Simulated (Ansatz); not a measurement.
## Ga in Ansatz: the effect of functional

Crystal: Ga.

```
Ga
1.0
     1.45960   -4.09192    0.00000
     1.45960    4.09192    0.00000
     0.00000    0.00000    3.19099
Ga
2
Cartesian
  1.4596 3.0035 2.3932
  1.4596 -3.0035 0.7977
```

This isn't the form of Ga at room conditions, which is orthorhombic.

The cell isn't the ideal one: volume scaled by 1.02.

Alike in all runs:

```yaml
Program: Ansatz 0.2.0
Task: single point
Potentials_or_basis: Ansatz PAW
k_mesh: 10 × 10 × 8
Occupations: fermi-dirac, width 0.05 eV
Spin: no spin polarisation
```

```csv
functional,cutoff,pressure (GPa),largest force (eV/Å)
LDA,420 eV (not typed: the program's choice for these potentials),-4.9,0.19
PBEsol,420 eV (not typed: the program's choice for these potentials),?,?
r2SCAN,500 eV (not typed: the program's choice for these potentials),-2.7,0.24
```

Question: What does the run with functional PBEsol give?

Answer: Pressure -3.1 GPa; largest force 0.20 eV/Å.

Caveats: the PAW data sets come from PBE, with cores solved anew for the run's functional, which leaves a small shift of forces and pressure.
